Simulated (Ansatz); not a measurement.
Method: Ansatz, DFT PBE, scalar-relativistic, plane waves, PAW. Settings: cutoff 420 eV, Γ-centred meshes spaced at most about 0.3 Å⁻¹, and about 0.25 Å⁻¹ or finer for metals (2π included), Gaussian smearing. No spin polarisation.

Each guess is relaxed in cell and atoms at zero pressure, on a coarse mesh first where it starts far from rest and then on a converged one. The steps can't lower the symmetry of the start, but it can rise. Energies are static (0 K, no zero-point motion).

Two unrelaxed guesses for Sn4Ge:

A.

```yaml
crystal:
  lattice:
    - [-3.73270, 3.73270, 2.36077]
    - [3.73270, -3.73270, 2.36077]
    - [3.73270, 3.73270, -2.36077]
  atoms:
    - { symbol: Sn, position: [0.80000, 0.40000, 0.20000] }
    - { symbol: Sn, position: [0.40000, 0.20000, 0.60000] }
    - { symbol: Sn, position: [0.60000, 0.80000, 0.40000] }
    - { symbol: Sn, position: [0.20000, 0.60000, 0.80000] }
    - { symbol: Ge, position: [0.00000, 0.00000, 0.00000] }
```

B.

```yaml
crystal:
  lattice:
    - [1.66931, 0.96378, 13.62989]
    - [-1.66931, 0.96378, 13.62989]
    - [0.00000, -1.92756, 13.62989]
  atoms:
    - { symbol: Sn, position: [0.30000, 0.30000, 0.30000] }
    - { symbol: Sn, position: [0.90000, 0.90000, 0.90000] }
    - { symbol: Sn, position: [0.10000, 0.10000, 0.10000] }
    - { symbol: Sn, position: [0.70000, 0.70000, 0.70000] }
    - { symbol: Ge, position: [0.50000, 0.50000, 0.50000] }
```

Question: Do they relax into the same structure? If not, which is lower?

Answer: No. A ends lower, by 23 meV/atom. A: I4/m at 26.3 Å³/atom → I4/m at 26.2 Å³/atom; B: R-3m at 26.3 Å³/atom → R-3m at 26.4 Å³/atom. Counting Sn atoms around Ge (those within 1.25 times the shortest such distance or 1.15 times the sum of covalent radii; the shortest distance is added where it is long for a bond), the end of A has Ge 8 and the end of B has Ge 6 from 3.1 Å. End of A. Conventional cell: a = 8.176 Å, c = 3.920 Å. Sn has 2 Ge at 3.05 Å, 6 Sn at 3.31–3.33 Å, 2 Sn at 3.58 Å, 3 Sn at 3.81–3.92 Å and 1 Ge at 3.96 Å; around Ge lie 8 Sn at 3.05 Å, 2 Ge at 3.92 Å and 4 Sn at 3.96 Å. End of B. Conventional cell: a = 3.381 Å, c = 39.988 Å. Sn on its first site is surrounded by 3 Ge at 3.12 Å and 9 Sn at 3.38–3.44 Å; Sn on its second site has 12 Sn at 3.38–3.44 Å; Ge is surrounded by 6 Sn at 3.12 Å and 6 Ge at 3.38 Å.

Ends held by symmetry can be saddle points. Even the lowest of the cells shown lies +0.11 eV/atom against the elements. The k mesh leaves some 4 meV/atom of noise in the energy of each metallic cell. Some candidate types were left out of the draw beforehand, so a known form may be missing.
